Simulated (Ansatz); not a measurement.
In doubt: masses and optical values from hybrid runs of this build are listed as unsure (in some of the runs), which bears on the screening that GW takes from such a start.

Consider ZnSe (Stilleite).

It takes space group F-43m (No. 216, cubic). Conventional cell: a = 5.668 Å, b = 5.668 Å, c = 5.668 Å, α = 90.00°, β = 90.00°, γ = 90.00°. Nearest to Zn lie 4 Se at 2.45 Å. Se has 4 Zn at 2.45 Å nearest. Farther neighbours and most contacts between anions are not listed.

```cif
data_structure
_symmetry_space_group_name_H-M 'P 1'
_symmetry_Int_Tables_number 1
_cell_length_a 4.0076
_cell_length_b 4.0076
_cell_length_c 4.0076
_cell_angle_alpha 60.000
_cell_angle_beta 60.000
_cell_angle_gamma 60.000
_cell_volume 45.51
loop_
_atom_site_label
_atom_site_type_symbol
_atom_site_fract_x
_atom_site_fract_y
_atom_site_fract_z
_atom_site_occupancy
Zn1 Zn 0.00000 0.00000 0.00000 1
Se2 Se 0.25000 0.25000 0.25000 1
```

The cell and positions come from the Crystallography Open Database and are kept as given unless a step says otherwise. PAW set soft_2, made with PBE.

Gaps computed with Ansatz 0.2.0 without a self-energy: HSE06 2.44 eV, r2SCAN 1.86 eV and PBE0 3.10 eV.

Question: What gap should G0W0 on HSE06 give (6×6×6 mesh, 135 empty bands, screening to 120 eV, default PAW files)?

About 2.94 eV: on its mesh the run moves the gap from 2.42 eV by +0.53 eV. Among the scalar-relativistic levels given, PBE0 is nearest (+0.16 eV). Bands and cutoff are finite, so the gap is not at the basis limit. The miss can reach some tenths of an eV and take either sign; the mesh is an error of its own. The many-body steps are scalar-relativistic: spin-orbit coupling is not in them.

[Paths, hosts, dates, memory and timing lines, banners, echoed tables and standing remarks are left out of the program output.]

[Logs are printed without paths, hosts, clocks, repeated set-up lines and the standing remarks that a program may print on its own settings, such as how far it seeks lower states.]

[Runs of the session that timed out or met a known fault of the program may be left out.]

[Cells called generated may have been cut or substituted from an entry of the Crystallography Open Database or the Materials Project.]

[Hosts, paths, dates, database ids (printed as entryN), source tags and the programs' standing remarks are cut or masked in the printed files.]
